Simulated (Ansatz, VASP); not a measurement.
**Al in VASP and in Ansatz**

```
Al
1.0
     0.00000    1.93423    1.93423
     1.93423    0.00000    1.93423
     1.93423    1.93423    0.00000
Al
1
Cartesian
  0.0000 0.0000 0.0000
```

Alike in both runs: task single point; functional r2SCAN; k mesh 18 × 18 × 18; occupations gaussian, width 0.1 eV; no spin polarisation.

|  | VASP | Ansatz |
| --- | --- | --- |
| version | VASP 6.6.1 | Ansatz 0.2.0 |
| potentials or method | VASP PAW PBE potentials, release 64 (Al) | scalar-relativistic, plane waves, PAW |
| plane-wave cutoff (eV) | 520 | 500 |
| valence electrons in the cell | 3 | 3 |

```csv
,VASP,Ansatz,Ansatz less VASP
gap on the k mesh at the Fermi level (eV),none,none,-
pressure (GPa),10.3,10.8,+0.42
```

A gap of «none» marks a metal or a gap that the smearing closes.

Caveats: the PAW data sets were made with another functional, which shifts forces and pressure a little (VASP).
